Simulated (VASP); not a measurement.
Write the native input for VASP 6.6.1 that does the following.

| Property | Result |
| --- | --- |
| Task | single point |
| Functional | PBEsol |
| Potentials or basis | VASP PAW PBE potentials, release 64 (Mg) |
| Cutoff | 520 eV |
| k mesh | 6 × 6 × 4 |
| Occupations | gaussian, width 0.1 eV |
| Spin | no spin polarisation |
| Dipole correction | no |
| Further INCAR settings | ALGO = Fast; EDIFF = 1e-06; NBANDS = 9 |

The structure of Mg lies in POSCAR:

```
Mg
1.0
    3.2093000000      0.0000000000      0.0000000000
   -1.6046500000      2.7793353284      0.0000000000
    0.0000000000      0.0000000000      5.2103000000
Mg
2
Direct
    0.3333333333      0.6666666667      0.2500000000
    0.6666666667      0.3333333333      0.7500000000
```

These files were run (other wordings do the same):

INCAR

```
  ALGO = Fast
  EDIFF = 1E-6
  ENCUT = 520
  GGA = PS
  ISIF = 2
  ISMEAR = 0
  LASPH = True
  LCHARG = False
  LREAL = False
  LWAVE = False
  NBANDS = 9
  NELM = 100
  PREC = Accurate
  SIGMA = 0.1
```

KPOINTS

```
k-points
0
Gamma
  6 6 4
```

Potentials or basis: VASP PAW PBE potentials, release 64 (Mg).

The run is started by

```sh
$ cat potpaw_PBE.64/Mg/POTCAR > POTCAR
$ mpirun -np 1 vasp_std > vasp.out
```

Results of the run:

The pressure is -1.1 GPa. The band gap on the k mesh is none (metal or under the smearing width).

Caveat: the k mesh is coarse (spacing up to 0.38 Å⁻¹), so the values aren't converged; the PAW data sets were made with another functional, which shifts forces and pressure a little.

Wall time 6.9 s on 1 thread of Intel(R) Xeon(R) Platinum 8259CL CPU @ 2.50GHz (Skylake/Cascade Lake), on a shared host, peak memory 0.15 GiB.
